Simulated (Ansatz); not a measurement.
# Au (Fm-3m) in Ansatz: further runs

One crystal, Au, is run at these levels: PBEsol; tasks: relaxation of cell and atoms.

Program: Ansatz 0.2.0. These are calculated values, not measurements. Logs are shortened: lines on timing, memory, paths and dates and some standing lists are left out, and cuts for length are marked.

## 1. The crystal as given

Symmetry: Fm-3m, No. 225, cubic system. Conventional cell: a = 4.070 Å, b = 4.070 Å, c = 4.070 Å, α = 90.00°, β = 90.00°, γ = 90.00°. Around Au (site symmetry m-3m) lie 12 Au at 2.88 Å.

## 2. Relaxation of cell and atoms, PBEsol, target pressure 20 GPa, at which the enthalpy is minimised

Contents of input.yaml:

```yaml
crystal:
  lattice:
    - [0.0, 2.035, 2.035]
    - [2.035, 0.0, 2.035]
    - [2.035, 2.035, 0.0]
  atoms:
    - { symbol: Au, position: [0.0, 0.0, 0.0] }
hamiltonian:
  xc: pbesol
  pseudopotentials: { kind: paw }
kpoints:
  mp_grid: { grid: [11, 11, 11] }
scf:
  occupations: { method: fermi_dirac, width: 0.05 }
output:
  forces: true
  stress: true
  eigenvalues: true
relax:
  f_tol: 0.01
  max_steps: 40
  cell: { stress_tol: 0.05, p_target: 20.0 }
```

Potentials or basis: Ansatz PAW.

On the command line:

```bash
$ ansatz run input.yaml --threads 2 --pin off --max-ram 5632MiB --backend cpu --events-out ev --progress --plain --runs-dir out
```

Output:

```text
Warning: RAYON_NUM_THREADS=2 ignored (pool sized by the plan → 2); use --threads N
Engine: ansatz 0.2.0, x86_64-unknown-linux-gnu
Pseudopotentials: kind: paw
Pseudopotential: Au, paw, valence charge 19, recommended cutoff 420 eV (normal), Au.paw.azcp
Functional definition: PBEsol
  exchange = pbesol_x
  correlation = pbesol_c
Crystal: 1 atoms, lattice volume = 16.855 Å³
Basis set: ecut = 420 eV, 331 PW (Γ), exchange–correlation on 40×40×40 points (8 copies of the dense FFT grid, shifted against one another)
Bands: 14, of which v1, the nominal top of the filled ones, is band 10 counted from 1 (9 counted from 0)
Symmetry: 48 space group operations
Space group: Fm-3m (ITA 225), of the structure as read, at distance tolerance 2.6e-5 Å
k-points: 56 of 1331
Non-local potential: Au, projectors of the file, l = 0: 3, l = 1: 2, l = 2: 2, l = 3: 1
PAW form: soft (Blöchl's): semilocal exchange-correlation on the pseudo side does not see the compensation charge
PAW frozen core: Au, regenerated for the run's functional, and the local potential with it (the file was generated under x = pbe(κ = 0.804, μ = 0.2195149727645171), c = pbe(β = 0.06672455060314922))
PAW one-centre angular grid: Au, 590 points (default); XC on 64 Gauss nodes
Initial density: superposition of atomic densities (neutral atoms: chi_scale 0, normalization atom), corrected by the library's trained network
Initial wavefunctions: pseudopotential atomic-orbital guess
Functional: x = pbesol(κ = 0.804, μ = 0.12345679012345678), c = pbesol(β = 0.046)
SCF iter   1: F=—  HF=-13007.109420 eV  |F-HF|=—  |Δ(HF+E_count)|=         —  Δρ=6.26e-3  dr2=5.97e-3  ethr=1.77e-3  ⟨swp⟩=4.7  Hψ=4029  notcnv=0
preconditioner: auto → none  [insulator: Δε(μ)=0.211 eV  Ē_g=16.076 eV  σ=0.050 eV  W_gap=0.77  n_scr=8 (ndim 8)  ℏωp=30.0 eV  f_vac=0.000  D(μ)=0.18/eV (n_scr^D=0)  ε∞_Penn≈4.5]
SCF iter   2: F=—  HF=-13007.107872 eV  |F-HF|=—  |Δ(HF+E_count)|=   1.55e-3  Δρ=2.10e-3  dr2=3.70e-4  ethr=3.14e-5  ⟨swp⟩=2.3  Hψ=1691  notcnv=0  defer=12
SCF iter   3: F=—  HF=-13007.107762 eV  |F-HF|=—  |Δ(HF+E_count)|=   1.11e-4  Δρ=8.82e-4  dr2=3.32e-5  ethr=1.95e-6  ⟨swp⟩=2.3  Hψ=1156  notcnv=0  defer=12
SCF iter   4: F=—  HF=-13007.107765 eV  |F-HF|=—  |Δ(HF+E_count)|=   3.70e-6  Δρ=7.30e-5  dr2=1.84e-7  ethr=1.75e-7  ⟨swp⟩=2.6  Hψ=1028  notcnv=0  defer=12
iter 5 did not close the SCF: its close was put off for the readings that it lacked (scf_convergence_deferred on its scf_iter line)
SCF iter   5: F=-13007.107766 eV  HF=-13007.107766 eV  |F-HF|=1.34e-9  |Δ(HF+E_count)|=   2.49e-7  Δρ=7.28e-6  dr2=1.51e-9  ethr=9.68e-10  ⟨swp⟩=2.6  Hψ=1043  notcnv=0  defer=12
SCF iter   6: F=-13007.107766 eV  HF=-13007.107766 eV  |F-HF|=5.46e-12  |Δ(HF+E_count)|=   1.54e-9  Δρ=7.43e-7  dr2=1.42e-11  ethr=7.96e-12  ⟨swp⟩=1.8  Hψ=2503  notcnv=0
SCF 1 converged in 6 iterations: F = -13007.107766 eV  dr2 = 1.42e-11
relax step   1: F+E_penalty+E_count = -13007.10776563 eV  Δ(F+E_penalty+E_count) = +0.000e0 eV  max|allowed force component| = 0.000e0 eV/Å  Δτ_max = 0.0000 Å  P = +1.682 GPa  Ω = 16.855 Å³  (6 SCF iters, dr2 threshold 1.00e-7 eV, accepted)
Crystal: 1 atoms, lattice volume = 14.508 Å³
Basis set: ecut = 420 eV, 283 PW (Γ), exchange–correlation on 40×40×40 points (8 copies of the dense FFT grid, shifted against one another)
Initial density: handed on by an earlier stage of this run
Initial wavefunctions: those handed on with the density
iter 1 solved again at ethr=5.74e-5 eV; its pass at ethr=3.10e-3 eV (dr2=1.09e-2 eV) is discarded
SCF iter   1: F=—  HF=-13006.825715 eV  |F-HF|=—  |Δ(HF+E_count)|=         —  Δρ=9.76e-3  dr2=1.08e-2  ethr=5.74e-5  ⟨swp⟩=1.0  Hψ=5525  notcnv=0
preconditioner: auto → none  [metal: Δε(μ)=0.037 eV  Ē_g=17.772 eV  σ=0.050 eV  W_gap=0.18  n_scr=8 (ndim 8)  ℏωp=32.3 eV  f_vac=0.000  D(μ)=0.42/eV (n_scr^D=0)]
SCF iter   2: F=—  HF=-13006.822713 eV  |F-HF|=—  |Δ(HF+E_count)|=   3.00e-3  Δρ=4.19e-3  dr2=8.40e-4  ethr=5.68e-5  ⟨swp⟩=2.1  Hψ=1263  notcnv=0
SCF iter   3: F=—  HF=-13006.822517 eV  |F-HF|=—  |Δ(HF+E_count)|=   1.97e-4  Δρ=1.61e-3  dr2=1.54e-4  ethr=4.42e-6  ⟨swp⟩=2.1  Hψ=1329  notcnv=0
SCF iter   4: F=—  HF=-13006.822496 eV  |F-HF|=—  |Δ(HF+E_count)|=   2.07e-5  Δρ=1.33e-4  dr2=6.12e-7  ethr=8.09e-7  ⟨swp⟩=2.1  Hψ=876  notcnv=0
SCF iter   5: F=—  HF=-13006.822469 eV  |F-HF|=—  |Δ(HF+E_count)|=   2.66e-5  Δρ=1.13e-5  dr2=1.09e-8  ethr=5.26e-10  ⟨swp⟩=5.0  Hψ=3629  notcnv=0
SCF iter   6: F=-13006.822469 eV  HF=-13006.822469 eV  |F-HF|=0.00e0  |Δ(HF+E_count)|=   2.77e-9  Δρ=8.87e-7  dr2=4.22e-11  ethr=5.72e-11  ⟨swp⟩=1.4  Hψ=2358  notcnv=0
SCF 2 converged in 6 iterations: F = -13006.822469 eV  dr2 = 4.22e-11
relax step   2: F+E_penalty+E_count = -13006.82246929 eV  Δ(F+E_penalty+E_count) = +2.853e-1 eV  max|allowed force component| = 0.000e0 eV/Å  Δτ_max = 0.0000 Å  P = +43.616 GPa  Ω = 14.508 Å³  energy of the carried Pulay correction = +7.436e-4 eV  (6 SCF iters, dr2 threshold 1.00e-7 eV, accepted)
Crystal: 1 atoms, lattice volume = 15.742 Å³
iter 1 solved again at ethr=1.69e-5 eV; its pass at ethr=3.10e-3 eV (dr2=3.22e-3 eV) is discarded
SCF iter   1: F=—  HF=-13007.048134 eV  |F-HF|=—  |Δ(HF+E_count)|=         —  Δρ=5.21e-3  dr2=3.31e-3  ethr=1.69e-5  ⟨swp⟩=1.0  Hψ=5491  notcnv=0
preconditioner: auto → none  [insulator: Δε(μ)=0.122 eV  Ē_g=16.889 eV  σ=0.050 eV  W_gap=0.54  n_scr=8 (ndim 8)  ℏωp=31.0 eV  f_vac=0.000  D(μ)=0.31/eV (n_scr^D=0)  ε∞_Penn≈4.4]
SCF iter   2: F=—  HF=-13007.047316 eV  |F-HF|=—  |Δ(HF+E_count)|=   8.17e-4  Δρ=2.41e-3  dr2=3.17e-4  ethr=1.69e-5  ⟨swp⟩=2.4  Hψ=1066  notcnv=0
SCF iter   3: F=—  HF=-13007.047246 eV  |F-HF|=—  |Δ(HF+E_count)|=   7.04e-5  Δρ=8.86e-4  dr2=5.81e-5  ethr=1.67e-6  ⟨swp⟩=2.3  Hψ=1349  notcnv=0
SCF iter   4: F=—  HF=-13007.047242 eV  |F-HF|=—  |Δ(HF+E_count)|=   3.74e-6  Δρ=8.72e-5  dr2=2.92e-7  ethr=3.06e-7  ⟨swp⟩=2.0  Hψ=1303  notcnv=0
SCF iter   5: F=-13007.047242 eV  HF=-13007.047242 eV  |F-HF|=6.09e-10  |Δ(HF+E_count)|=   1.95e-7  Δρ=2.60e-6  dr2=9.67e-10  ethr=5.26e-10  ⟨swp⟩=4.8  Hψ=3156  notcnv=0
SCF 3 converged in 5 iterations: F = -13007.047242 eV  dr2 = 9.67e-10
relax step   3: F+E_penalty+E_count = -13007.04724247 eV  Δ(F+E_penalty+E_count) = -2.248e-1 eV  max|allowed force component| = 0.000e0 eV/Å  Δτ_max = 0.0000 Å  P = +16.947 GPa  Ω = 15.742 Å³  energy of the carried Pulay correction = +3.391e-4 eV  (5 SCF iters, dr2 threshold 1.00e-7 eV, accepted)
Crystal: 1 atoms, lattice volume = 15.572 Å³
Basis set: ecut = 420 eV, 307 PW (Γ), exchange–correlation on 40×40×40 points (8 copies of the dense FFT grid, shifted against one another)
iter 1 solved again at ethr=2.51e-7 eV; its pass at ethr=3.10e-3 eV (dr2=4.76e-5 eV) is discarded
SCF iter   1: F=—  HF=-13007.027683 eV  |F-HF|=—  |Δ(HF+E_count)|=         —  Δρ=7.11e-4  dr2=6.60e-5  ethr=2.51e-7  ⟨swp⟩=2.0  Hψ=5284  notcnv=0
preconditioner: auto → none  [metal: Δε(μ)=0.090 eV  Ē_g=16.982 eV  σ=0.050 eV  W_gap=0.42  n_scr=8 (ndim 8)  ℏωp=31.2 eV  f_vac=0.000  D(μ)=0.36/eV (n_scr^D=0)]
SCF iter   2: F=—  HF=-13007.027665 eV  |F-HF|=—  |Δ(HF+E_count)|=   1.75e-5  Δρ=3.19e-4  dr2=5.58e-6  ethr=2.51e-7  ⟨swp⟩=2.0  Hψ=1065  notcnv=0
SCF iter   3: F=—  HF=-13007.027664 eV  |F-HF|=—  |Δ(HF+E_count)|=   1.43e-6  Δρ=1.19e-4  dr2=1.03e-6  ethr=2.94e-8  ⟨swp⟩=2.8  Hψ=1363  notcnv=0
SCF iter   4: F=-13007.027664 eV  HF=-13007.027664 eV  |F-HF|=3.12e-9  |Δ(HF+E_count)|=   1.11e-7  Δρ=1.18e-5  dr2=4.71e-9  ethr=5.26e-10  ⟨swp⟩=2.5  Hψ=2840  notcnv=0
SCF 4 converged in 4 iterations: F = -13007.027664 eV  dr2 = 4.71e-9
relax step   4: F+E_penalty+E_count = -13007.02766352 eV  Δ(F+E_penalty+E_count) = +1.958e-2 eV  max|allowed force component| = 0.000e0 eV/Å  Δτ_max = 0.0000 Å  P = +19.926 GPa  Ω = 15.572 Å³  energy of the carried Pulay correction = +3.932e-4 eV  (4 SCF iters, dr2 threshold 1.00e-7 eV, accepted)
Crystal: 1 atoms, lattice volume = 15.568 Å³
iter 1 solved again at ethr=1.34e-10 eV; its pass at ethr=3.10e-3 eV (dr2=2.54e-8 eV) is discarded
SCF iter   1: F=—  HF=-13007.027145 eV  |F-HF|=—  |Δ(HF+E_count)|=         —  Δρ=2.05e-5  dr2=3.48e-8  ethr=1.34e-10  ⟨swp⟩=2.2  Hψ=5136  notcnv=0
preconditioner: auto → none  [metal: Δε(μ)=0.091 eV  Ē_g=16.989 eV  σ=0.050 eV  W_gap=0.42  n_scr=8 (ndim 8)  ℏωp=31.2 eV  f_vac=0.000  D(μ)=0.36/eV (n_scr^D=0)]
SCF iter   2: F=-13007.027145 eV  HF=-13007.027145 eV  |F-HF|=1.74e-9  |Δ(HF+E_count)|=   2.76e-8  Δρ=1.08e-5  dr2=5.22e-9  ethr=7.12e-11  ⟨swp⟩=2.7  Hψ=2603  notcnv=0
SCF 5 converged in 2 iterations: F = -13007.027145 eV  dr2 = 5.22e-9
relax step   5: F+E_penalty+E_count = -13007.02714541 eV  Δ(F+E_penalty+E_count) = +5.181e-4 eV  max|allowed force component| = 0.000e0 eV/Å  Δτ_max = 0.0000 Å  P = +20.002 GPa  Ω = 15.568 Å³  energy of the carried Pulay correction = +3.945e-4 eV  (2 SCF iters, dr2 threshold 1.35e-8 eV, accepted)
Initial wavefunctions: pseudopotential atomic-orbital guess (no wavefunctions were taken with the density)
iter 1 solved again at ethr=1.63e-8 eV; its pass at ethr=3.10e-3 eV (dr2=3.10e-6 eV) is discarded
SCF iter   1: F=—  HF=-13007.026699 eV  |F-HF|=—  |Δ(HF+E_count)|=         —  Δρ=2.01e-4  dr2=1.04e-6  ethr=1.63e-8  ⟨swp⟩=3.0  Hψ=6141  notcnv=0
SCF iter   2: F=—  HF=-13007.026691 eV  |F-HF|=—  |Δ(HF+E_count)|=   7.66e-6  Δρ=9.29e-5  dr2=1.97e-7  ethr=5.45e-9  ⟨swp⟩=2.4  Hψ=1320  notcnv=0
SCF iter   3: F=—  HF=-13007.026691 eV  |F-HF|=—  |Δ(HF+E_count)|=   1.15e-7  Δρ=2.25e-5  dr2=3.78e-8  ethr=1.04e-9  ⟨swp⟩=2.4  Hψ=1211  notcnv=0
SCF iter   4: F=—  HF=-13007.026691 eV  |F-HF|=—  |Δ(HF+E_count)|=   2.46e-9  Δρ=4.69e-6  dr2=6.41e-10  ethr=1.99e-10  ⟨swp⟩=2.6  Hψ=1301  notcnv=0
SCF iter   5: F=-13007.026691 eV  HF=-13007.026691 eV  |F-HF|=3.64e-12  |Δ(HF+E_count)|=  9.33e-10  Δρ=7.47e-8  dr2=5.63e-13  ethr=1.00e-12  ⟨swp⟩=3.8  Hψ=3562  notcnv=0
SCF 6 converged in 5 iterations: F = -13007.026691 eV  dr2 = 5.63e-13
relax step   6: F+E_penalty+E_count = -13007.02669104 eV  Δ(F+E_penalty+E_count) = +4.544e-4 eV  max|allowed force component| = 0.000e0 eV/Å  Δτ_max = 0.0000 Å  P = +20.017 GPa  Ω = 15.568 Å³  stress off target by 1.67e-2 GPa  SCF on the basis re-selected at this cell (its energy is not comparable with the rows above)  (5 SCF iters)
basis re-selected at this cell: Δ(F+E_penalty+E_count) = +4.544e-4 eV, ΔP = +0.015 GPa vs the last step (what re-selecting the basis moved, of the pressure what is left beyond the Pulay correction that the steps carried, after the strain that the cell walked since its last selection, with what the two solves' SCF thresholds leave and, on support functions, any second-order correction that the steps lacked; it is no measure of the basis error at this ecutwfc). This SCF's stress stands 1.67e-2 GPa from its target on what of the cell is left free (relax.cell.stress_tol is 5.00e-2 GPa) and its largest allowed force component is 0.00e0 eV/Å (relax.f_tol is 1.00e-2 eV/Å): within both
SCF converged after 5 iterations
Free energy (F): -13007.026691 eV
Harris-Foulkes:  -13007.026691 eV  (|F-HF|=3.64e-12)
Internal energy: -13007.023906 eV  (E = F + TS)
E sigma→0 (E₀):  -13007.025298 eV
Entropy (-TS):   -0.002785 eV (-2.785 meV/atom)
Fermi energy:    23.028095 eV
--- Per-component energies (eV) ---
  E_band       = -168.124763
  E_kinetic    = 607.098078
  E_local      = -1570.782546  (includes V_loc(G=0)·N_el)
  E_nonlocal   = 77.474994
  E_hartree    = 678.918171
  E_xc         = -227.794835
  E_vxc        = -276.232387  (∫ρ·V_xc dr)
  E_paw        = -9565.742684  (= ΣΔE_a)
  E_vpaw       = -363.520600  (= ΣTr[D̂ρ^β])
  E_aug_tail   = 0.001387  (compensation charges beyond the density's cutoff)
  E_ewald      = -3006.505950
  E_core_change = 0.309479  (= ΣΔE_core)
  E_smearing   = -0.002785  (= −TS)
  E_closure    = 0.000000  (closes the sum)
  Σ components = -13007.026691   (vs F -13007.026691, Δ=0.00e0)
--- Forces (eV/Å), atoms counted from 1 ---
  atom   1  Au    -0.00000000    -0.00000000     0.00000000
  max |Σ_I F_I| component: 2.67e-32 eV/Å
--- Stress (GPa, compression-positive) ---
       20.016689      -0.000000      -0.000000
       -0.000000      20.016689      -0.000000
       -0.000000      -0.000000      20.016689
  P = ⅓ Tr σ = 20.0167 GPa (200.167 kbar)
--- Band table (eV; the first three rows and the last of 56) ---
  k-point 0: bands = ["-82.7461", "-34.0139", "-34.0139", "-34.0139", "12.1480", "17.8758", "17.8758", "17.8758", "19.6724", "19.6724", "37.3288", "41.8347", "41.8347", "41.8347"]
  k-point 1: bands = ["-82.7446", "-34.0393", "-34.0176", "-34.0176", "12.4601", "17.7661", "17.9859", "17.9859", "19.6220", "19.6220", "37.7292", "40.2347", "42.2520", "42.2520"]
  k-point 2: bands = ["-82.7405", "-34.1070", "-34.0277", "-34.0277", "13.3110", "17.5823", "18.1850", "18.1850", "19.6194", "19.6194", "37.2476", "38.6452", "43.3426", "43.3426"]
  k-point 55: bands = ["-82.7210", "-34.2337", "-34.2167", "-34.1293", "16.3430", "16.9681", "17.6321", "19.5076", "21.3485", "27.6767", "29.2935", "30.3992", "33.7187", "44.8911"]
--- Relaxed structure (5 steps of the walk, 5 accepted, 1 SCFs on fresh bases) ---
  F+E_penalty+E_count = -13007.02669104 eV   max|allowed force component| = 0.000e0 eV/Å   (the final SCF, on the basis selected at the relaxed cell)
  cell:  # Å, volume = 15.5675 Å³
    - [-1.1882572444805655e-34, 1.9818154877738619, 1.9818154877738619]
    - [1.9818154877738619, 4.4773596993086774e-34, 1.9818154877738619]
    - [1.9818154877738619, 1.9818154877738619, 1.143473137850983e-34]
  atoms:
    - { symbol: Au, position: [0.0, 0.0, 0.0] }
```

It took 3.1 s on 2 threads of Intel Xeon Platinum 8375C at 2.90GHz (Ice Lake), shared host; peak memory 0.35 GiB.

Results:

```
Free energy                                            : -13007.0267 eV
Relaxed volume                                         : 15.57 Å³/atom
Relaxed cell                                           : a = 2.803 Å, b = 2.803 Å, c = 2.803 Å, α = 60.00°, β = 60.00°, γ = 60.00°
Space group after relaxing (to 0.05 Å)                 : Fm-3m (No. 225)
Energy change on relaxing (the enthalpy is what falls) : +81.1 meV/atom
Ionic steps                                            : 6
Pressure after relaxing                                : 20.0 GPa
Band gap on the k mesh                                 : none (metal or under the smearing width)
```

Step by step:
| step | energy change (eV) | largest force (eV/Å) | volume (Å³) |
| --- | --- | --- | --- |
| 1 | 0.0000 | 0.0000 | 16.85 |
| 2 | 0.2853 | 0.0000 | 14.51 |
| 3 | 0.0605 | 0.0000 | 15.74 |
| 4 | 0.0801 | 0.0000 | 15.57 |
| 5 | 0.0806 | 0.0000 | 15.57 |
| 6 | 0.0811 | 0.0000 | 15.57 |

Final structure:
```yaml
crystal:
  lattice:
    - [0.00000, 1.98182, 1.98182]
    - [1.98182, 0.00000, 1.98182]
    - [1.98182, 1.98182, 0.00000]
  atoms:
    - { symbol: Au, position: [0.00000, 0.00000, 0.00000] }
```

Levels at points of the mesh, in eV from the Fermi level:
| k point | band 6 | band 7 | band 8 | band 9 | band 10 | band 11 | band 12 | band 13 | band 14 |
| --- | --- | --- | --- | --- | --- | --- | --- | --- | --- |
| (0.00, 0.00, 0.00) | -5.15 | -5.15 | -5.15 | -3.36 | -3.36 | 14.30 | 18.81 | 18.81 | 18.81 |

Caveat: the plane-wave basis is chosen anew once the cell has moved, so the energies of steps on either side of that aren't comparable; the PAW data sets come from PBE, with cores solved anew for the run's functional, which leaves a small shift of forces and pressure. Spin-orbit coupling is left out, which matters for the levels of Au.

## 3. Relaxation of cell and atoms, PBEsol, target pressure 30 GPa, at which the enthalpy is minimised

input.yaml: that of step 2 with these lines changed.

```diff
@@ -21,2 +21,2 @@
   max_steps: 40
-  cell: { stress_tol: 0.05, p_target: 20.0 }
+  cell: { stress_tol: 0.05, p_target: 30.0 }
```

Potentials or basis: Ansatz PAW.

On the command line:

```bash
$ ansatz run input.yaml --threads 2 --pin off --max-ram 5632MiB --backend cpu --events-out ev --progress --plain --runs-dir out
```

Output:

```text
Warning: RAYON_NUM_THREADS=2 ignored (pool sized by the plan → 2); use --threads N
[... 6 set-up lines as earlier in the session ...]
Crystal: 1 atoms, lattice volume = 16.855 Å³
Basis set: ecut = 420 eV, 331 PW (Γ), exchange–correlation on 40×40×40 points (8 copies of the dense FFT grid, shifted against one another)
Bands: 14, of which v1, the nominal top of the filled ones, is band 10 counted from 1 (9 counted from 0)
[... 2 set-up lines as earlier in the session ...]
k-points: 56 of 1331
[... 7 set-up lines as earlier in the session ...]
SCF iter   1: F=—  HF=-13007.109420 eV  |F-HF|=—  |Δ(HF+E_count)|=         —  Δρ=6.26e-3  dr2=5.97e-3  ethr=1.77e-3  ⟨swp⟩=4.7  Hψ=4029  notcnv=0
preconditioner: auto → none  [insulator: Δε(μ)=0.211 eV  Ē_g=16.076 eV  σ=0.050 eV  W_gap=0.77  n_scr=8 (ndim 8)  ℏωp=30.0 eV  f_vac=0.000  D(μ)=0.18/eV (n_scr^D=0)  ε∞_Penn≈4.5]
[... 62 lines left out ...]
  E_kinetic    = 608.169622
  E_local      = -1521.363528  (includes V_loc(G=0)·N_el)
  E_nonlocal   = 77.449537
  E_hartree    = 662.140520
  E_xc         = -228.265675
  E_vxc        = -276.861769  (∫ρ·V_xc dr)
  E_paw        = -9565.787294  (= ΣΔE_a)
  E_vpaw       = -363.542664  (= ΣTr[D̂ρ^β])
  E_aug_tail   = 0.001386  (compensation charges beyond the density's cutoff)
  E_ewald      = -3039.599439
  E_core_change = 0.309479  (= ΣΔE_core)
  E_smearing   = -0.003230  (= −TS)
  E_closure    = 0.000000  (closes the sum)
  Σ components = -13006.948621   (vs F -13006.948621, Δ=0.00e0)
--- Forces (eV/Å), atoms counted from 1 ---
  atom   1  Au    -0.00000000     0.00000000     0.00000000
  max |Σ_I F_I| component: 6.98e-32 eV/Å
--- Stress (GPa, compression-positive) ---
       30.033493      -0.000000       0.000000
        0.000000      30.033493       0.000000
       -0.000000      -0.000000      30.033493
  P = ⅓ Tr σ = 30.0335 GPa (300.335 kbar)
--- Band table (eV; the first three rows and the last of 56) ---
  k-point 0: bands = ["-81.8614", "-33.1156", "-33.1156", "-33.1156", "12.7829", "18.6840", "18.6840", "18.6840", "20.5853", "20.5853", "38.2629", "42.9557", "42.9557", "42.9557"]
  k-point 1: bands = ["-81.8596", "-33.1445", "-33.1198", "-33.1198", "13.1048", "18.5668", "18.7998", "18.7998", "20.5308", "20.5308", "38.6936", "41.3567", "43.4017", "43.4017"]
  k-point 2: bands = ["-81.8548", "-33.2216", "-33.1312", "-33.1312", "13.9798", "18.3699", "19.0091", "19.0091", "20.5256", "20.5256", "38.4351", "39.6483", "44.5877", "44.5877"]
  k-point 55: bands = ["-81.8316", "-33.3653", "-33.3459", "-33.2465", "17.0570", "17.7226", "18.4197", "20.3986", "22.3594", "28.8484", "30.4432", "31.5982", "34.9712", "46.1826"]
--- Relaxed structure (4 steps of the walk, 4 accepted, 1 SCFs on fresh bases) ---
  F+E_penalty+E_count = -13006.94862147 eV   max|allowed force component| = 0.000e0 eV/Å   (the final SCF, on the basis selected at the relaxed cell)
  cell:  # Å, volume = 15.0646 Å³
    - [3.885221062216765e-34, 1.9602385695528872, 1.9602385695528872]
    - [1.9602385695528872, 2.6994525814655926e-34, 1.9602385695528872]
    - [1.9602385695528872, 1.9602385695528872, 6.329905042037579e-34]
  atoms:
    - { symbol: Au, position: [0.0, 0.0, 0.0] }
```

Run time: 2.4 s. Hardware: 2 threads of Intel Xeon Platinum 8375C at 2.90GHz (Ice Lake), shared host; peak memory 0.35 GiB.

What came out:

- Free energy: -13006.9486 eV
- Relaxed volume: 15.06 Å³/atom
- Relaxed cell: a = 2.772 Å, b = 2.772 Å, c = 2.772 Å, α = 60.00°, β = 60.00°, γ = 60.00°
- Space group after relaxing (to 0.05 Å): Fm-3m (No. 225)
- Energy change on relaxing (the enthalpy is what falls): +159.1 meV/atom
- Ionic steps: 5
- Pressure after relaxing: 30.0 GPa
- Band gap on the k mesh: none (metal or under the smearing width)

Step by step:
```tsv
step	energy change (eV)	largest force (eV/Å)	volume (Å³)
1	0.0000	0.0000	16.85
2	0.2853	0.0000	14.51
3	0.1352	0.0000	15.19
4	0.1585	0.0000	15.06
5	0.1591	0.0000	15.06
```

Final structure:
```
CELL_PARAMETERS angstrom
0.00000 1.96024 1.96024
1.96024 0.00000 1.96024
1.96024 1.96024 0.00000
ATOMIC_POSITIONS crystal
Au 0.00000 0.00000 0.00000
```

Levels at points of the mesh, in eV from the Fermi level:
```
           k point  band 6  band 7  band 8  band 9  band 10  band 11  band 12  band 13  band 14
(0.00, 0.00, 0.00)   -5.34   -5.34   -5.34   -3.44    -3.44    14.23    18.93    18.93    18.93
```

Caveat: the plane-wave basis is chosen anew once the cell has moved, so the energies of steps on either side of that aren't comparable; the PAW data sets come from PBE, with cores solved anew for the run's functional, which leaves a small shift of forces and pressure. The run has no spin-orbit coupling, so splittings on Au are missing.
